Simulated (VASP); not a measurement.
# PbS (Pm-3m) in VASP: notebook

Aim: see how the results for PbS move with the level of theory and the settings. Levels: r2SCAN, TPSS. Tasks: relaxation of cell and atoms.

Program: VASP 6.6.1. These are calculated values, not measurements. Logs are shortened: lines on timing, memory, paths and dates and some standing lists are left out, and cuts for length are marked.

## 1. Starting point

It takes space group Pm-3m (No. 221, cubic). Conventional cell: a = 3.654 Å, b = 3.654 Å, c = 3.654 Å, α = 90.00°, β = 90.00°, γ = 90.00°. Pb (site symmetry m-3m) has 8 S at 3.16 Å as nearest neighbours. Around S (site symmetry m-3m) lie 8 Pb at 3.16 Å.

Measurements of this composition are mostly on another form, of space group No. 225.

## 2. Relaxation of cell and atoms, r2SCAN

File INCAR:

```
SYSTEM = PbS
PREC     = Accurate       ! precision mode
ENCUT    = 600            ! plane-wave cutoff, eV
EDIFF    = 1E-6           ! SCF threshold, eV
ISMEAR   = 0              ! smearing method
SIGMA    = 0.05           ! smearing width, eV
LREAL    = .FALSE.        ! projectors in reciprocal space
LASPH    = .TRUE.         ! aspherical terms in the spheres
NELM     = 100            ! most SCF steps
ALGO     = Normal         ! electronic algorithm
ISIF     = 3              ! what is computed and relaxed
LWAVE    = .FALSE.        ! write WAVECAR
LCHARG   = .FALSE.        ! write CHGCAR
METAGGA  = R2SCAN         ! meta-GGA
LMIXTAU  = .TRUE.       
IBRION   = 2              ! ionic algorithm
NSW      = 60             ! ionic steps
EDIFFG   = -0.01          ! ionic threshold
```

File KPOINTS:

```
regular mesh
0
G
  7 7 7
  0 0 0
```

File POSCAR:

```
PbS
1.0
    3.6536590000      0.0000000000      0.0000000000
    0.0000000000      3.6536590000      0.0000000000
    0.0000000000      0.0000000000      3.6536590000
Pb S
1 1
Direct
    0.0000000000      0.0000000000      0.0000000000
    0.5000000000      0.5000000000      0.5000000000
```

Potentials or basis: VASP PAW PBE potentials, release 64 (Pb_d, S).

Launch:

```console
> cat potpaw_PBE.64/Pb_d/POTCAR potpaw_PBE.64/S/POTCAR > POTCAR
> mpirun -np 1 vasp_std > vasp.out
```

OUTCAR:

```text
SYSTEM = PbS
   PREC = Accurate
   ENCUT = 600
   EDIFF = 1E-6
   ISMEAR = 0
   LREAL = .FALSE.
   LASPH = .TRUE.
   NELM = 100
   ISIF = 3
   METAGGA = R2SCAN
   IBRION = 2
   NSW = 60
   EDIFFG = -0.01

 ion  position               nearest neighbor table
   1  0.000  0.000  0.000-   2 3.16   2 3.16   2 3.16   2 3.16   2 3.16   2 3.16   2 3.16   2 3.16

   2  0.500  0.500  0.500-   1 3.16   1 3.16   1 3.16   1 3.16   1 3.16   1 3.16   1 3.16   1 3.16

  LATTYP: Found a simple cubic cell.
 ALAT       =     3.6536590000

  Lattice vectors:

 A1 = (   3.6536590000,   0.0000000000,   0.0000000000)
 A2 = (   0.0000000000,   3.6536590000,   0.0000000000)
 A3 = (   0.0000000000,   0.0000000000,   3.6536590000)

Analysis of symmetry for initial positions (statically):
=====================================================================
 Subroutine PRICEL returns:
 Original cell was already a primitive cell.

 Routine SETGRP: Setting up the symmetry group for a
 simple cubic supercell.

 Subroutine GETGRP returns: Found 48 space group operations
 (whereof 48 operations were pure point group operations)
 out of a pool of 48 trial point group operations.

The static configuration has the point symmetry O_h .

Analysis of symmetry for dynamics (positions and initial velocities):
=====================================================================
 Subroutine PRICEL returns:
 Original cell was already a primitive cell.

 Routine SETGRP: Setting up the symmetry group for a
 simple cubic supercell.

 Subroutine GETGRP returns: Found 48 space group operations
 (whereof 48 operations were pure point group operations)
 out of a pool of 48 trial point group operations.

The dynamic configuration has the point symmetry O_h .

 Subroutine INISYM returns: Found 48 space group operations
 (whereof 48 operations are pure point group operations),
 and found     1 'primitive' translations

----------------------------------------------------------------------------------------

                                     Primitive cell

  volume of cell :      48.7735

  direct lattice vectors                    reciprocal lattice vectors
     3.653659000  0.000000000  0.000000000     0.273698230  0.000000000  0.000000000
     0.000000000  3.653659000  0.000000000     0.000000000  0.273698230  0.000000000
     0.000000000  0.000000000  3.653659000     0.000000000  0.000000000  0.273698230

  length of vectors
[... 73 lines left out ...]
   LSORBIT =      F    spin-orbit coupling
   LASPH  =      T    aspherical Exc in radial PAW
   ENCUT  =  600.0 eV  44.10 Ry    6.64 a.u.   7.30  7.30  7.30*2*pi/ulx,y,z
   NELM   =    100;   NELMIN=  2; NELMDL= -5     # of ELM steps
   EDIFF  = 0.1E-05   stopping-criterion for ELM
   LREAL  =      F    real-space projection
   EDIFFG = -.1E-01   stopping-criterion for IOM
   NSW    =     60    number of steps for IOM
   IBRION =      2    ionic relax: 0-MD 1-quasi-New 2-CG
   NFREE  =      1    steps in history (QN), initial steepest desc. (CG)
   ISIF   =      3    stress and relaxation
   ISYM   =      2    0-nonsym 1-usesym 2-fastsym
   POTIM  = 0.5000    time-step for ionic-motion
   TEBEG  =    0.0;   TEEND  =   0.0 temperature during run
   PSTRESS=    0.0 pullay stress
   NELECT =      20.0000    total number of electrons
   NUPDOWN=      -1.0000    fix difference up-down
   EMIN   =  10.00;   EMAX   =-10.00  energy-range for DOS
   EFERMI =   0.00;   METHOD = LEGACY
   ISMEAR =     0;   SIGMA  =   0.05  broadening in eV -4-tet -1-fermi 0-gaus
   EFERMI_NEDOS =   21; number of points for ismear=-14 and -15
   IALGO  =     38    algorithm
   IMIX   =      4    mixing-type and parameters
     AMIX     =   0.40;   BMIX     =  1.00
     AMIX_MAG =   1.60;   BMIX_MAG =  1.00
  volume/ion in A,a.u.               =      24.39       164.57
  Fermi-wavevector in a.u.,A,eV,Ry     =   1.216252  2.298383 20.126668  1.479268
  Thomas-Fermi vector in A             =   2.351612
   LORBIT       =      0    0 simple, 1 ext, 2 COOP (PROOUT), +10 PAW based schemes
   METAGGA = R2SCAN    functional components
   LHFCALC =     F    Hartree Fock is set to
   AEXX    =    0.0000 exact exchange contribution
   IVDW    =     0    specifies the selected vdW correction
   LEPSILON=     F    determine dielectric tensor
   LRPA    =     F    only Hartree local field effects (RPA)
 conjugate gradient relaxation of ions
 non-spin polarized calculation
 Gauss-broadening in eV      SIGMA  =   0.05
  energy-cutoff  :      600.00
  volume of cell :       48.77
 maximum number of plane-waves:      1647
 NGX is ok and might be reduce to    30
   NGX = 15   NGY = 15   NGZ = 15

--------------------------------------- Ionic step        1  -------------------------------------------

 number of electron      19.9999998 magnetization

 Free energy of the ion-electron system (eV)
  ---------------------------------------------------
  ext. energy  EPLUGINS =         0.00000000
  ---------------------------------------------------
  free energy    TOTEN  =       -65.07936580 eV

  energy without entropy =      -65.07936574  energy(sigma->0) =      -65.07936577

------------------------ aborting loop because EDIFF is reached ----------------------------------------

  FORCE on cell =-STRESS in cart. coord.  units (eV):
  Direction    XX          YY          ZZ          XY          YZ          ZX
  --------------------------------------------------------------------------------------
  -------------------------------------------------------------------------------------
  Total       -0.2008999     -0.2008999     -0.2008999      0.0000000      0.0000000      0.0000000
  in kB       -6.5994287     -6.5994287     -6.5994287      0.0000000      0.0000000      0.0000000
  external PRESSURE =      -6.5994287 kB  Pullay stress =       0.0000000 kB
[... 59 lines left out ...]
--------------------------------------- Ionic step        3  -------------------------------------------

 number of electron      20.0000000 magnetization

 Free energy of the ion-electron system (eV)
  ---------------------------------------------------
  ext. energy  EPLUGINS =         0.00000000
  ---------------------------------------------------
  free energy    TOTEN  =       -65.08042983 eV

  energy without entropy =      -65.08042938  energy(sigma->0) =      -65.08042961

 E-fermi :   6.1137     XC(G=0): -10.7574

 val. band max:        5.9611344047   @ k =   0.1429   0.1429   0.1429
 cond. band min:       6.2610901376   @ k =   0.4286   0.4286   0.4286
 fundamental gap:      0.2999557329
 Fermi energy:         6.1136787330

 k-point     1 :       0.0000    0.0000    0.0000
  band No.  band energies     occupation
      1     -11.4910      2.00000
      2     -11.4910      2.00000
      3     -11.2704      2.00000
      4     -11.2704      2.00000
      5     -11.2704      2.00000
      6      -7.6266      2.00000
      7      -0.7214      2.00000
      8       4.4164      2.00000
      9       4.4164      2.00000
     10       4.4164      2.00000
     11      12.0914      0.00000
     12      12.0914      0.00000
     13      13.1013      0.00000
     14      13.1013      0.00000
[... 350 lines left out ...]
  FREE ENERGIE OF THE ION-ELECTRON SYSTEM (eV)
  ---------------------------------------------------
  free  energy   TOTEN  =       -65.0804298342 eV

  energy  without entropy=      -65.0804293848  energy(sigma->0) =      -65.08042961

 reached required accuracy - stopping structural energy minimisation
```

Run time: 1.7 min. Hardware: 1 thread of AMD EPYC 9R45 (Zen 5), shared host; peak memory 0.15 GiB.

Results:

```yaml
Free_energy: -65.0804 eV
Relaxed_volume: 24.13 Å³/atom
Relaxed_cell: a = 3.641 Å, b = 3.641 Å, c = 3.641 Å, α = 90.00°, β = 90.00°, γ = 90.00°
Space_group_after_relaxing_to_0.05_Å: Pm-3m (No. 221)
Energy_gained_by_relaxing: 0.5 meV/atom
Ionic_steps: 3
Pressure_after_relaxing: 0.0 GPa
Band_gap_on_the_k_mesh: 0.30 eV, indirect (least direct gap 1.66 eV)
```

The path:
| step | energy change (eV) | largest force (eV/Å) | pressure (GPa) | volume (Å³) |
| --- | --- | --- | --- | --- |
| 1 | 0.0000 | 0.0000 | -0.66 | 48.77 |
| 2 | -0.0009 | 0.0000 | 0.27 | 48.07 |
| 3 | -0.0011 | 0.0000 | -0.02 | 48.26 |

Final structure:
```
Pb S
1.0
     3.64085    0.00000    0.00000
     0.00000    3.64085    0.00000
     0.00000    0.00000    3.64085
Pb S
1 1
Cartesian
  0.0000 0.0000 0.0000
  1.8204 1.8204 1.8204
```

Levels at points of the mesh, in eV from the valence-band top:
```tsv
k point	band 8	band 9	band 10	band 11	band 12	band 13
(0.00, 0.00, 0.00)	-1.54	-1.54	-1.54	6.13	6.13	7.14
```

Caveat: the PAW data sets were made with another functional, which shifts forces and pressure a little; spin-orbit coupling is left out, which as a rule narrows the gap of such compounds by several tenths of an eV; an odd mesh through Γ misses points on the zone boundary, where band edges often lie.

## 3. Relaxation of cell and atoms, TPSS

File INCAR:

```
  PREC = Accurate
  ENCUT = 600
  EDIFF = 1E-6
  ISMEAR = 0
  SIGMA = 0.05
  LREAL = False
  LASPH = True
  NELM = 80
  ALGO = Normal
  ISIF = 3
  LWAVE = False
  LCHARG = False
  METAGGA = TPSS
  LMIXTAU = True
  IBRION = 2
  NSW = 60
  EDIFFG = -0.01
```

File KPOINTS:

```
Automatic mesh
0
Gamma
  7 7 7
```

POSCAR is that of step 2.

Potentials or basis: VASP PAW PBE potentials, release 64 (Pb_d, S).

Launch:

```console
> cat potpaw_PBE.64/Pb_d/POTCAR potpaw_PBE.64/S/POTCAR > POTCAR
> mpirun -np 1 vasp_std > vasp.out
```

It took 1.8 min on 1 thread of AMD EPYC 9R45 (Zen 5), shared host; peak memory 0.15 GiB.

The run converged. Its results:

```
Free energy                            : -12.9786 eV
Relaxed volume                         : 23.92 Å³/atom
Relaxed cell                           : a = 3.630 Å, b = 3.630 Å, c = 3.630 Å, α = 90.00°, β = 90.00°, γ = 90.00°
Space group after relaxing (to 0.05 Å) : Pm-3m (No. 221)
Energy gained by relaxing              : 1.5 meV/atom
Ionic steps                            : 3
Pressure after relaxing                : 0.0 GPa
Band gap on the k mesh                 : 0.07 eV, indirect (least direct gap 1.50 eV)
```

The path:
```
step  energy change (eV)  largest force (eV/Å)  pressure (GPa)  volume (Å³)
   1              0.0000                0.0000           -1.02        48.77
   2             -0.0029                0.0000            0.17        47.68
   3             -0.0030                0.0000            0.00        47.84
```

Final structure:
```xyz
2
Lattice="3.6302 0.0000 0.0000 0.0000 3.6302 0.0000 0.0000 0.0000 3.6302" Properties=species:S:1:pos:R:3 pbc="T T T"
Pb    0.0000    0.0000    0.0000
S     1.8151    1.8151    1.8151
```

Levels at points of the mesh, in eV from the valence-band top:
| k point | band 7 | band 8 | band 9 | band 10 | band 11 | band 12 | band 13 | band 14 |
| --- | --- | --- | --- | --- | --- | --- | --- | --- |
| (0.00, 0.00, 0.00) | -6.57 | -1.53 | -1.53 | -1.53 | 5.57 | 5.57 | 6.95 | 6.95 |

Caveat: the PAW data sets were made with another functional, which shifts forces and pressure a little; spin-orbit coupling is left out, which as a rule narrows the gap of such compounds by several tenths of an eV; an odd mesh through Γ misses points on the zone boundary, where band edges often lie.
